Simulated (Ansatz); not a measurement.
Calculated with Ansatz: TiO₂, relaxation

Launch command:

```bash
ansatz run input.yaml --threads 2 --pin off --max-ram 4096MiB --backend cpu --events-out ev --progress --plain --runs-dir out
```

input.yaml:

```yaml
crystal:
  lattice:
    - [-1.93237893, 1.8530818, 4.89206934]
    - [1.84746453, -1.97778433, 4.90788418]
    - [1.93190651, 1.97731191, -4.94163565]
  atoms:
    - { symbol: Ti, position: [0.01418259, 0.98380557, 0.98901594], spin: 1.0 }
    - { symbol: Ti, position: [0.77774337, 0.25015152, 0.51774106], spin: 1.0 }
    - { symbol: O, position: [0.17487792, 0.15799266, 0.98399921] }
    - { symbol: O, position: [0.93718439, 0.43656761, 0.52759426] }
    - { symbol: O, position: [0.57905051, 0.07611058, 0.51539706] }
    - { symbol: O, position: [0.84886268, 0.83178103, 0.02561103] }
kpoints:
  mp_grid: { grid: [5, 5, 7], shift: [0.0, 0.0, 0.0] }
magnetization:
  spin_polarized: true
scf:
  occupations: { method: fermi_dirac, width: 0.0539 }
  lower_state_search: "off"
hamiltonian:
  pseudopotentials: { kind: paw }
  xc: r2scan
basis:
  ecutwfc: 500
  fft_grid_basis: typed
relax:
  max_steps: 60
  cell: { p_target: 0.0 }
  f_tol: 0.03
output:
  forces: true
  stress: true
  eigenvalues: true
  populations: true
  elf: true
  write_potential: true
  volumetric_format: npy
  dos:
    e_range: [-12, 8]
    de: 0.05
    projected: { site_lists: { O: [O], Ti: [Ti] } }
  bader: false
checkpoint:
  read: saved_state
```

Origin of the cell: a strained cell with displaced atoms, so it need not be a known compound.

The saved state is a converged single point of the same cell.

Steps («new basis» is an SCF on plane waves selected anew at the same cell):

| step | ΔF (meV/atom) | max force component (eV/Å) | P (GPa) | volume (Å³) | SCF iterations | step was |
| --- | --- | --- | --- | --- | --- | --- |
| 1 | 0.0 | 10.947 | 33.14 | 70.92 | 14 | accepted |
| 2 | -541.1 | 4.801 | 7.62 | 71.77 | 15 | accepted |
| 3 | -748.0 | 0.517 | 0.12 | 68.51 | 14 | accepted |
| 4 | -755.7 | 0.019 | 1.19 | 68.00 | 12 | accepted |
| 5 | -755.9 | 0.020 | -0.29 | 68.49 | 11 | accepted |
| 6 | -755.9 | 0.001 | 0.00 | 68.41 | 9 | accepted |
| 7 | -755.7 | 0.001 | -0.04 | 68.41 | 7 | new basis |

Step 1, with forces in eV/Å:

```xyz
6
Lattice="-1.932 1.853 4.892 1.847 -1.978 4.908 1.932 1.977 -4.942" Properties=species:S:1:pos:R:3:forces:R:3 pbc="T T T" step=1
Ti    3.701    0.036    0.010    0.150    0.126   -1.941
Ti   -0.041    1.970    2.474   -0.474    0.215   -4.431
O     1.855    1.957   -3.232   -0.078    0.990   10.538
O     0.015    1.916    4.120   -0.621   -0.533   10.947
O     0.017    1.942    0.659    0.402   -1.034   -6.119
O    -0.054   -0.021    8.108    0.622    0.237   -8.994
```

Step 2, with forces in eV/Å:

```xyz
6
Lattice="-1.970 1.921 4.651 1.963 -2.002 4.679 1.964 1.996 -4.680" Properties=species:S:1:pos:R:3:forces:R:3 pbc="T T T" step=2
Ti    3.838    0.040    0.039    0.193   -0.038   -1.308
Ti   -0.031    2.032    2.362   -0.235    0.147   -2.090
O     1.923    2.025   -2.872    0.018    0.090    4.371
O     0.020    1.949    4.106   -0.291   -0.205    4.801
O     0.058    1.984    0.473   -0.095   -0.096   -2.293
O    -0.010    0.000    7.534    0.410    0.102   -3.482
```

Step 3, with forces in eV/Å:

```xyz
6
Lattice="-1.915 1.912 4.671 1.923 -1.910 4.673 1.915 1.909 -4.669" Properties=species:S:1:pos:R:3:forces:R:3 pbc="T T T" step=3
Ti    3.829    0.051    0.010   -0.016   -0.001   -0.036
Ti   -0.008    1.960    2.353    0.001   -0.005   -0.108
O     1.902    1.959   -2.720    0.013   -0.013    0.424
O    -0.010    1.965    4.281    0.012   -0.005    0.517
O    -0.011    1.960    0.400   -0.004    0.011   -0.409
O    -0.005    0.045    7.408   -0.004    0.013   -0.388
```

Step 4, with forces in eV/Å:

```xyz
6
Lattice="-1.889 1.888 4.779 1.884 -1.884 4.775 1.889 1.884 -4.777" Properties=species:S:1:pos:R:3:forces:R:3 pbc="T T T" step=4
Ti    3.765    0.050    0.005   -0.008   -0.001    0.004
Ti   -0.012    1.935    2.397   -0.010    0.001   -0.010
O     1.877    1.933   -2.787   -0.002    0.000    0.016
O    -0.014    1.939    4.380    0.010   -0.002    0.002
O    -0.013    1.936    0.412    0.007   -0.001    0.006
O    -0.016    0.049    7.578    0.004    0.003   -0.019
```

Step 5, with forces in eV/Å:

```xyz
6
Lattice="-1.887 1.890 4.796 1.893 -1.888 4.797 1.887 1.888 -4.796" Properties=species:S:1:pos:R:3:forces:R:3 pbc="T T T" step=5
Ti    3.769    0.049    0.009   -0.010   -0.001    0.000
Ti   -0.010    1.938    2.406   -0.001    0.000   -0.003
O     1.876    1.937   -2.800    0.002   -0.005   -0.018
O    -0.009    1.940    4.393   -0.009   -0.003   -0.006
O    -0.011    1.938    0.418   -0.002    0.005    0.009
O    -0.008    0.049    7.612    0.020    0.002    0.017
```

Step 7, with forces in eV/Å:

```xyz
6
Lattice="-1.889 1.889 4.793 1.889 -1.889 4.793 1.889 1.889 -4.793" Properties=species:S:1:pos:R:3:forces:R:3 pbc="T T T" step=7
Ti    3.767    0.049    0.007    0.000    0.000    0.000
Ti   -0.011    1.938    2.403    0.000    0.000    0.000
O     1.877    1.938   -2.799    0.000    0.000    0.001
O    -0.011    1.938    4.390    0.001    0.000    0.001
O    -0.011    1.938    0.417    0.000    0.000   -0.001
O    -0.011    0.049    7.606    0.000    0.000   -0.001
```

| Item | Value |
| --- | --- |
| Free energy lowered by | 755.7 meV/atom |
| Volume change | -3.54 % |
| Final pressure | -0.04 GPa |
| Relaxation steps listed | 7 |
| Formation energy (elements under the same functional, gases as molecules, uncorrected) | -3.332 eV/atom |
| Gap on the mesh | 2.53 eV |

Caveats: a starting moment was lost; the given cell is far from equilibrium, with atoms too close or a volume far off.

The run took 480 s of wall time on 2 CPU thread(s) of a shared host, from a saved density.
